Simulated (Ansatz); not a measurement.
Ansatz input

```yaml
crystal:
  lattice:
    - [4.2916144899, 0.0, 0.0]
    - [-2.145807245, 3.7166471715, 0.0]
    - [0.0, 0.0, 7.0329538291]
  atoms:
    - { symbol: Ba, position: [0.3333333333, 0.6666666667, 0.25] }
    - { symbol: Ba, position: [0.6666666667, 0.3333333333, 0.75] }
hamiltonian:
  xc: pbe
  pseudopotentials:
    kind: paw
    azcp:
      Ba: "pseudopotentials/Ba.paw.azcp"
basis:
  ecutwfc: 420
  fft_grid_basis: typed
kpoints:
  mp_grid: { grid: [13, 13, 7], shift: [0, 0, 0] }
magnetization:
  spin_polarized: false
scf:
  occupations: { method: fermi_dirac, width: 0.1 }
output:
  stress: true
```

Output

```
Engine: ansatz 0.2.0, x86_64-unknown-linux-gnu
Pseudopotentials: kind: paw
Pseudopotential: Ba, paw, valence charge 10, recommended cutoff 420 eV (normal) 
Functional definition: PBE
  parameter kappa = 0.804
  parameter beta = 0.06672455060314922
  exchange = pbe_x(kappa = kappa, mu = beta*pi^2/3)
  correlation = pbe_c(beta = beta)
Crystal: 2 atoms, lattice volume = 112.179 Å³
Basis set: ecut = 420 eV, 2189 PW (Γ)
Bands: 14, of which v1, the nominal top of the filled ones, is band 10 counted from 1 (9 counted from 0)
Symmetry: 24 space group operations
Space group: P63/mmc (ITA 194), of the structure as read, at distance tolerance 4.8e-5 Å
k-points: 84 of 1183
Non-local potential: Ba, projectors of the file, l = 0: 3, l = 1: 2, l = 2: 2, l = 3: 2
PAW form: soft (Blöchl's): semilocal exchange-correlation on the pseudo side does not see the compensation charge
PAW one-centre angular grid: Ba, 194 points (default); XC on 64 Gauss nodes
Initial density: superposition of atomic densities (neutral atoms: chi_scale 0, normalization atom), corrected by the library's trained network
Initial wavefunctions: pseudopotential atomic-orbital guess
Functional: x = pbe(κ = 0.804, μ = 0.2195149727645171), c = pbe(β = 0.06672455060314922)
SCF iter   1: F=—  HF=-11899.053102 eV  |F-HF|=—  |Δ(HF+E_count)|=         —  Δρ=1.69e-3  dr2=6.41e-3  ethr=1.77e-3  ⟨swp⟩=6.5  Hψ=7752  notcnv=0
SCF iter   2: F=—  HF=-11899.053166 eV  |F-HF|=—  |Δ(HF+E_count)|=   6.41e-5  Δρ=1.18e-3  dr2=3.42e-3  ethr=3.21e-5  ⟨swp⟩=2.1  Hψ=2405  notcnv=0
SCF iter   3: F=—  HF=-11899.052980 eV  |F-HF|=—  |Δ(HF+E_count)|=   1.87e-4  Δρ=2.41e-4  dr2=1.56e-4  ethr=1.71e-5  ⟨swp⟩=1.2  Hψ=1222  notcnv=0
SCF iter   4: F=—  HF=-11899.052968 eV  |F-HF|=—  |Δ(HF+E_count)|=   1.13e-5  Δρ=8.01e-5  dr2=3.81e-6  ethr=7.78e-7  ⟨swp⟩=2.9  Hψ=1943  notcnv=0
SCF iter   5: F=—  HF=-11899.052974 eV  |F-HF|=—  |Δ(HF+E_count)|=   5.51e-6  Δρ=1.49e-5  dr2=2.71e-7  ethr=1.91e-8  ⟨swp⟩=2.0  Hψ=1958  notcnv=0
SCF iter   6: F=-11899.052974 eV  HF=-11899.052974 eV  |F-HF|=5.48e-9  |Δ(HF+E_count)|=   2.13e-7  Δρ=3.15e-6  dr2=5.69e-9  ethr=5.00e-10  ⟨swp⟩=4.9  Hψ=4815  notcnv=0
SCF 1 converged in 6 iterations: F = -11899.052974 eV  dr2 = 5.69e-9
SCF converged after 6 iterations
Free energy (F): -11899.052974 eV
Harris-Foulkes:  -11899.052974 eV  (|F-HF|=5.48e-9)
Internal energy: -11898.949319 eV  (E = F + TS)
E sigma→0 (E₀):  -11899.001146 eV
Entropy (-TS):   -0.103655 eV (-51.828 meV/atom)
Fermi energy:    6.772927 eV
--- Per-component energies (eV) ---
  E_band       = -147.888112
  E_kinetic    = 334.803453
  E_local      = -695.121546  (includes V_loc(G=0)·N_el)
  E_nonlocal   = 114.633771
  E_hartree    = 218.976654
  E_xc         = -333.951934
  E_vxc        = -268.486425  (∫ρ·V_xc dr)
  E_paw        = -10451.828555  (= ΣΔE_a)
  E_vpaw       = -71.670792  (= ΣTr[D̂ρ^β])
  E_aug_tail   = -0.000003  (compensation charges beyond the density's cutoff)
  E_ewald      = -1086.461158
  E_smearing   = -0.103655  (= −TS)
  E_closure    = 0.000000  (closes the sum)
  Σ components = -11899.052974   (vs F -11899.052974, Δ=0.00e0)
--- Stress (GPa, compression-positive) ---
        1.264691      -0.000000       0.000000
       -0.000000       1.264691       0.000000
        0.000000       0.000000       1.149126
  P = ⅓ Tr σ = 1.2262 GPa (12.262 kbar)
```
